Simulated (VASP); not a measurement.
# Fe (Im-3m) in VASP: notebook, part 2 of 2

VASP 6.6.1.

### 5 Relaxation of cell and atoms, PBEsol, collinear spin, ferromagnetic start

INCAR

```
SYSTEM = Fe
ALGO     = Normal         ! electronic algorithm
EDIFF    = 1E-7           ! SCF threshold, eV
EDIFFG   = -0.005         ! ionic threshold
ENCUT    = 600            ! plane-wave cutoff, eV
GGA      = PS             ! functional
IBRION   = 2              ! ionic algorithm
ISIF     = 3              ! what is computed and relaxed
ISMEAR   = 0              ! smearing method
ISPIN    = 2              ! spin polarisation
LASPH    = .True.         ! aspherical terms in the spheres
LCHARG   = .False.        ! write CHGCAR
LMAXMIX  = 4              ! l up to which the mixer works
LORBIT   = 11             ! projections on sites
LREAL    = .False.        ! projectors in reciprocal space
LWAVE    = .False.        ! write WAVECAR
MAGMOM   = 3              ! initial moments
NELM     = 100            ! most SCF steps
NSW      = 90             ! ionic steps
PREC     = Accurate       ! precision mode
SIGMA    = 0.1            ! smearing width, eV
```

KPOINTS

```
k-points
0
Gamma
  8 8 8
  0 0 0
```

POSCAR

```
Fe
1.0
   -1.4295500000      1.4295500000      1.4295500000
    1.4295500000     -1.4295500000      1.4295500000
    1.4295500000      1.4295500000     -1.4295500000
Fe
1
Direct
    0.0000000000      0.0000000000      0.0000000000
```

Potentials or basis: VASP PAW PBE potentials, release 64 (Fe).

The run is started by

```bash
cat potpaw_PBE.64/Fe/POTCAR > POTCAR
mpirun -np 1 vasp_std > vasp.out
```

OUTCAR:

```text
SYSTEM = Fe
   EDIFF = 1E-7
   EDIFFG = -0.005
   ENCUT = 600
   GGA = PS
   IBRION = 2
   ISIF = 3
   ISMEAR = 0
   ISPIN = 2
   LASPH = .True.
   LORBIT = 11
   LREAL = .False.
   NELM = 100
   NSW = 90
   PREC = Accurate

 ion  position               nearest neighbor table
   1  0.000  0.000  0.000-

  LATTYP: Found a body centered cubic cell.
 ALAT       =     2.8591000000

  Lattice vectors:

 A1 = (  -1.4295500000,   1.4295500000,   1.4295500000)
 A2 = (   1.4295500000,  -1.4295500000,   1.4295500000)
 A3 = (   1.4295500000,   1.4295500000,  -1.4295500000)

Analysis of symmetry for initial positions (statically):
=====================================================================
 Subroutine PRICEL returns:
 Original cell was already a primitive cell.

 Routine SETGRP: Setting up the symmetry group for a
 body centered cubic supercell.

 Subroutine GETGRP returns: Found 48 space group operations
 (whereof 48 operations were pure point group operations)
 out of a pool of 48 trial point group operations.

The static configuration has the point symmetry O_h .

Analysis of symmetry for dynamics (positions and initial velocities):
=====================================================================
 Subroutine PRICEL returns:
 Original cell was already a primitive cell.

 Routine SETGRP: Setting up the symmetry group for a
 body centered cubic supercell.

 Subroutine GETGRP returns: Found 48 space group operations
 (whereof 48 operations were pure point group operations)
 out of a pool of 48 trial point group operations.

[... 268 lines left out ...]

 Free energy of the ion-electron system (eV)
  ---------------------------------------------------
  ext. energy  EPLUGINS =         0.00000000
  ---------------------------------------------------
  free energy    TOTEN  =        -8.91039676 eV

  energy without entropy =       -8.90433548  energy(sigma->0) =       -8.90736612

 E-fermi :   6.3133     XC(G=0): -13.6013

 val. band max:        6.2801727310   @ k =  -0.3750   0.5000   0.1250
 cond. band min:       6.3398398661   @ k =   0.3750   0.0000   0.0000
 fundamental gap:      0.0596671351
 Fermi energy:         6.3132765485

 spin component 1

 k-point     1 :       0.0000    0.0000    0.0000
  band No.  band energies     occupation
      1      -2.5797      1.00000
      2       3.8954      1.00000
      3       3.8954      1.00000
      4       3.8954      1.00000
      5       5.2495      1.00000
      6       5.2495      1.00000
      7      31.7514      0.00000
      8      31.7514      0.00000
      9      31.7514      0.00000
     10      37.2204      0.00000
[... 287 lines left out ...]
 k-point    24 :      -0.3750    0.3750    0.2500
  band No.  band energies     occupation
      1       1.8796      1.00000
      2       2.4189      1.00000
      3       4.3866      1.00000
      4       4.8572      1.00000
      5       6.1379      0.99343
      6       8.7932      0.00000
      7      18.5929      0.00000
      8      21.6123      0.00000
      9      24.2782      0.00000
     10      27.9050      0.00000

 [... further k-points ...]

 spin component 2

 k-point     1 :       0.0000    0.0000    0.0000
  band No.  band energies     occupation
      1      -2.3472      1.00000
      2       5.6188      1.00000
      3       5.6189      1.00000
      4       5.6189      1.00000
      5       7.7565      0.00000
      6       7.7566      0.00000
      7      31.6543      0.00000
      8      31.6543      0.00000
      9      31.6543      0.00000
     10      37.5321      0.00000
[... 327 lines left out ...]
  FREE ENERGIE OF THE ION-ELECTRON SYSTEM (eV)
  ---------------------------------------------------
  free  energy   TOTEN  =        -8.9103967587 eV

  energy  without entropy=       -8.9043354760  energy(sigma->0) =       -8.90736612

 reached required accuracy - stopping structural energy minimisation

 total charge

# of ion       s       p       d       tot
------------------------------------------
    1        0.512   0.594   6.291   7.397

 magnetization (x)

# of ion       s       p       d       tot
------------------------------------------
    1       -0.015  -0.056   2.055   1.984
```

OSZICAR:

```text
N       E                     dE             d eps       ncg     rms          rms(c)
DAV:   1     0.197221003658E+02    0.19722E+02   -0.45302E+03  1184   0.109E+03
DAV:   2    -0.932366330130E+01   -0.29046E+02   -0.26956E+02  1174   0.139E+02
[... 37 lines left out ...]
       N       E                     dE             d eps       ncg     rms          rms(c)
DAV:   1    -0.891059623911E+01   -0.21772E-03   -0.44578E-03  1238   0.114E+00    0.126E-01
DAV:   2    -0.891041252212E+01    0.18372E-03   -0.16504E-03  1252   0.585E-01    0.983E-02
DAV:   3    -0.891040027122E+01    0.12251E-04   -0.63933E-05  1260   0.124E-01    0.468E-02
DAV:   4    -0.891039825738E+01    0.20138E-05   -0.76014E-07  1260   0.128E-02    0.106E-02
DAV:   5    -0.891039677670E+01    0.14807E-05   -0.22937E-06  1226   0.127E-02    0.175E-03
DAV:   6    -0.891039675873E+01    0.17975E-07   -0.25395E-08   602   0.206E-03
   4 F= -.89103968E+01 E0= -.89073661E+01  d E =-.402438E-01  mag=     2.0001
```

CONTCAR:

```text
Fe
   1.00000000000000
    -1.3899411968552335    1.3899411968552335    1.3899411968552335
     1.3899411968552335   -1.3899411968552335    1.3899411968552335
     1.3899411968552335    1.3899411968552335   -1.3899411968552335
  Fe
     1
Direct
     1.0000000000000000    1.0000000000000000    1.0000000000000000

  0.00000000E+00  0.00000000E+00  0.00000000E+00
```

It took 21 s on 1 thread of Intel Xeon Platinum 8488C (Sapphire Rapids), shared host; peak memory 0.14 GiB.

What came out:

* Free energy: -8.9104 eV
* Relaxed volume: 10.74 Å³/atom
* Relaxed cell: a = 2.407 Å, b = 2.407 Å, c = 2.407 Å, α = 109.47°, β = 109.47°, γ = 109.47°
* Space group after relaxing (to 0.05 Å): Im-3m (No. 229)
* Energy gained by relaxing: 40.2 meV/atom
* Ionic steps: 4
* Pressure after relaxing: 0.1 GPa
* Band gap on the k mesh: none (metal or under the smearing width)
* Net moment: 2.00 μB per cell
* Site moments: Fe +1.98 μB
* Valence electrons inside the program's atomic spheres: Fe 7.40

The path:
| step | energy change (eV) | largest force (eV/Å) | pressure (GPa) | volume (Å³) |
| --- | --- | --- | --- | --- |
| 1 | 0.0000 | 0.0000 | -11.36 | 11.69 |
| 2 | -0.0270 | 0.0000 | 10.90 | 10.34 |
| 3 | -0.0402 | 0.0000 | -0.37 | 10.76 |
| 4 | -0.0402 | 0.0000 | 0.05 | 10.74 |

Final structure:
```
CELL_PARAMETERS angstrom
-1.38994 1.38994 1.38994
1.38994 -1.38994 1.38994
1.38994 1.38994 -1.38994
ATOMIC_POSITIONS crystal
Fe 0.00000 0.00000 0.00000
```

Levels at points of the mesh, in eV from the Fermi level:
Spin up:
```csv
k point,band 2,band 3,band 4,band 5,band 6,band 7,band 8,band 9
"(0.00, 0.00, 0.00)",-2.42,-2.42,-2.42,-1.06,-1.06,25.44,25.44,25.44
"(0.50, 0.00, 0.00)",-3.61,-0.99,-0.85,0.38,0.54,7.83,18.72,21.01
"(0.50, 0.50, 0.50)",-5.22,0.24,0.24,0.24,10.22,10.22,10.22,16.17
```
Spin down:
| k point | band 1 | band 2 | band 3 | band 4 | band 5 | band 6 |
| --- | --- | --- | --- | --- | --- | --- |
| (0.00, 0.00, 0.00) | -8.66 | -0.69 | -0.69 | -0.69 | 1.44 | 1.44 |
| (0.50, 0.00, 0.00) | -4.10 | -2.07 | 0.58 | 1.31 | 1.72 | 2.55 |
| (0.50, 0.50, 0.50) | -3.55 | -3.55 | 2.22 | 2.22 | 2.22 | 10.53 |

Caveat: the k mesh is coarse (spacing up to 0.39 Å⁻¹), so the values aren't converged; the PAW data sets were made with another functional, which shifts forces and pressure a little.

### 6 Single point, PBEsol, collinear spin, ferromagnetic start

INCAR

```
SYSTEM = Fe
  ALGO = Normal
  EDIFF = 1E-7
  ENCUT = 520
  GGA = PS
  ISIF = 2
  ISMEAR = 0
  ISPIN = 2
  LASPH = .True.
  LCHARG = .False.
  LMAXMIX = 4
  LORBIT = 11
  LREAL = .False.
  LWAVE = .False.
  MAGMOM = 3
  NBANDS = 14
  NELM = 100
  PREC = Accurate
  SIGMA = 0.1
```

KPOINTS

```
k-points
0
Gamma
  20 20 20
  0 0 0
```

POSCAR is that of step 5.

Potentials or basis: VASP PAW PBE potentials, release 64 (Fe).

The run is started by

```bash
cat potpaw_PBE.64/Fe/POTCAR > POTCAR
mpirun -np 1 vasp_std > vasp.out
```

Run time: 50 s. Hardware: 1 thread of Intel Xeon Platinum 8488C (Sapphire Rapids), shared host; peak memory 0.18 GiB.

Results (log left out):

| Property | Result |
| --- | --- |
| Free energy | -8.8808 eV |
| Pressure | -13.8 GPa |
| Band gap on the k mesh | none (metal or under the smearing width) |
| Net moment | 2.25 μB per cell |
| Site moments | Fe +2.24 μB |
| Valence electrons inside the program's atomic spheres | Fe 7.21 |

Levels at points of the mesh, in eV from the Fermi level:
Spin up:
```csv
k point,band 3,band 4,band 5,band 6,band 7,band 8
"(0.00, 0.00, 0.00)",-2.26,-2.26,-1.04,-1.04,24.67,24.67
"(0.50, 0.00, 0.00)",-1.00,-0.86,0.34,0.46,7.08,18.06
"(0.50, 0.50, 0.50)",0.08,0.08,0.08,9.66,9.66,9.66
```
Spin down:
| k point | band 1 | band 2 | band 3 | band 4 | band 5 | band 6 | band 7 | band 8 |
| --- | --- | --- | --- | --- | --- | --- | --- | --- |
| (0.00, 0.00, 0.00) | -8.08 | -0.27 | -0.27 | -0.27 | 1.64 | 1.64 | 24.56 | 24.56 |
| (0.50, 0.00, 0.00) | -3.46 | -1.51 | 0.66 | 1.52 | 1.88 | 2.63 | 8.50 | 18.20 |
| (0.50, 0.50, 0.50) | -2.86 | -2.86 | 2.34 | 2.34 | 2.34 | 10.01 | 10.01 | 10.01 |

Caveat: the PAW data sets were made with another functional, which shifts forces and pressure a little.

### 7 The runs side by side

```tsv
task	level	cell	k mesh	cutoff (eV)	mesh quality	gap on the mesh (eV)	pressure (GPa)	moment (μB)	relaxed volume (Å³/atom)
relaxation of cell and atoms	PBE	relaxed	20 × 20 × 20	600	not flagged	none	0.0	2.20	11.35
relaxation of cell and atoms	PBE+D3(BJ)	relaxed	20 × 20 × 20	600	not flagged	none	0.0	2.12	11.02
relaxation of cell and atoms	PBEsol	relaxed	8 × 8 × 8	600	coarse	none	0.1	2.00	10.74
single point	PBEsol	as given	20 × 20 × 20	520	not flagged	none	-13.8	2.25	-
```

Alike in all rows: potentials or basis VASP PAW PBE potentials, release 64 (Fe); spin collinear, ferromagnetic start; smearing gaussian 0.1 eV.

Caveats: some runs use coarse meshes; the PAW data sets were made with another functional, which shifts forces and pressure a little (some runs); pairwise dispersion overbinds metals, which lowers pressure and volume (some runs).

Absolute energies hang on the potentials; compare differences alone.
